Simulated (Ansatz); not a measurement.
Runs of Ansatz 0.2.0 on TiO2. Symmetry: Imma, No. 74, orthorhombic system. The conventional cell has a = 5.946 Å, b = 6.575 Å, c = 6.575 Å, α = 90.00°, β = 90.00°, γ = 90.00°. Around Ti (site symmetry 2/m) lie 6 O at 1.96 to 2.00 Å. Around Ti (site symmetry mm2) lie 6 O at 1.94 to 2.00 Å. Around O (site symmetry m) lie 3 Ti at 1.94 to 2.00 Å. Around O (site symmetry m) lie 3 Ti at 1.96 to 2.00 Å. The cell is a database's computed one.

```tsv
task	level	potentials or basis	U	k mesh	cutoff (eV)	points for each segment of the path	hubbard projectors	double counting	gap on the mesh (eV)	pressure (GPa)	largest force (eV/Å)
single point	PBE	Ansatz PAW	-	5 × 5 × 5	420	-	-	-	1.84	-1.4	0.06
band structure	r2SCAN	Ansatz PAW	-	6 × 6 × 6	500	10	-	-	2.16	(c)	0.12
band structure	PBEsol+U	Ansatz PAW	Ti d U = 3 eV	6 × 6 × 6	420	10	ortho-atomic (the default)	fll (the default)	(a)	-5.6	0.13
band structure	PBE	Ansatz PAW	-	6 × 6 × 6	420	10	-	-	1.84	-1.4	0.06
band structure	PBE	PseudoDojo standard (PBE files)	-	6 × 6 × 6	1143	10	-	-	(b)	-1.9	0.07
```

Alike in all rows: no spin polarisation; cell as given; smearing fermi-dirac 0.05 eV.

Fill in the values left out.

(a) 2.11; (b) 1.86; (c) -6.6.

Caveats: the PAW data sets come from PBE, with cores solved anew for the run's functional, which leaves a small shift of forces and pressure (some runs); odd divisions of the mesh miss points on the zone boundary, where band edges often lie, so the gap on the mesh can be too wide (some runs).

A k mesh can miss the band edges.
